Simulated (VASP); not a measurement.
Input of a VASP 6.6.1 run:

Contents of INCAR:

```
SYSTEM = CdTe
ALGO = Normal ; EDIFF = 1E-7
ENCUT = 520 ; GGA = PS
ISIF = 2 ; ISMEAR = -1
LASPH = .True. ; LCHARG = .False.
LREAL = .False. ; LWAVE = .False.
NBANDS = 16 ; NELM = 100
PREC = Accurate ; SIGMA = 0.05
```

KPOINTS

```
k-points
0
Gamma
  7 7 7
  0 0 0
```

Contents of POSCAR:

```
CdTe
1.0
    0.0000000000      3.2050000000      3.2050000000
    3.2050000000      0.0000000000      3.2050000000
    3.2050000000      3.2050000000      0.0000000000
Te Cd
1 1
Direct
    0.7500000000      0.7500000000      0.7500000000
    0.0000000000      0.0000000000      0.0000000000
```

Potentials or basis: VASP PAW PBE potentials, release 64 (Te, Cd).

Launch:

```console
$ cat potpaw_PBE.64/Te/POTCAR potpaw_PBE.64/Cd/POTCAR > POTCAR
$ mpirun -np 1 vasp_std > vasp.out
```

Estimate the band gap on the k mesh.

0.76 eV, direct.

Predict the pressure.

1.9 GPa.

Caveat: the PAW data sets were made with another functional, which shifts forces and pressure a little; spin-orbit coupling is left out, which moves the levels of the heavy elements.

**What was measured.**

From a printed reference work, data compilation, for a bulk crystal of CdTe at 0 K: band gap 1.607 eV.

A measured gap of CdTe is 1.607 eV (0 K; a printed reference work, data compilation); the calculated 0.76 eV misses it by -0.85 eV. Spin-orbit coupling on Cd, Te is left out. The value is that of PBEsol, without temperature or zero-point motion. Semilocal functionals fall short of measured gaps as a rule.
